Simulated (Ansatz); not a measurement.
**How far PBE and r2SCAN part for NaI, pressure 75 GPa**

The reference is NaI in the rock salt structure (space group Fm-3m, No. 225; a = 6.529 Å).

(Cell as relaxed with PBE.)

Levels (all Ansatz, a quantum-chemistry and plane-wave program, PAW): PBE (420 eV, no spin-orbit coupling); r2SCAN (500 eV, without spin-orbit coupling).

Each level relaxes its own structure.

```tsv
base	PBE	r2SCAN
volume per atom	34.79 Å³	33.70 Å³
lattice parameter a	6.529 Å	6.460 Å
band gap	3.58 eV	4.45 eV
```

Perturbation: a hydrostatic pressure of 75 GPa.

```tsv
quantity	PBE	r2SCAN
lattice parameter a	5.022 Å	5.030 Å
shift of the gap caused by the change	-1.16 eV	-1.51 eV
band gap	2.41 eV	2.94 eV
```

PBE's lattice parameter a lies 0.008 Å below r2SCAN's (0.2 %); PBE's shift of the gap caused by the change lies 0.35 eV above r2SCAN's; PBE's band gap lies 0.522 eV below r2SCAN's. Neither level is exact; r2SCAN is the comparison here, not a measurement.

With I present, leaving out spin-orbit coupling can change the band edges. Load acts through the strain it causes; cell and atoms are relaxed under it. Stability against distortions was not tested. Competing high-pressure phases were not computed.
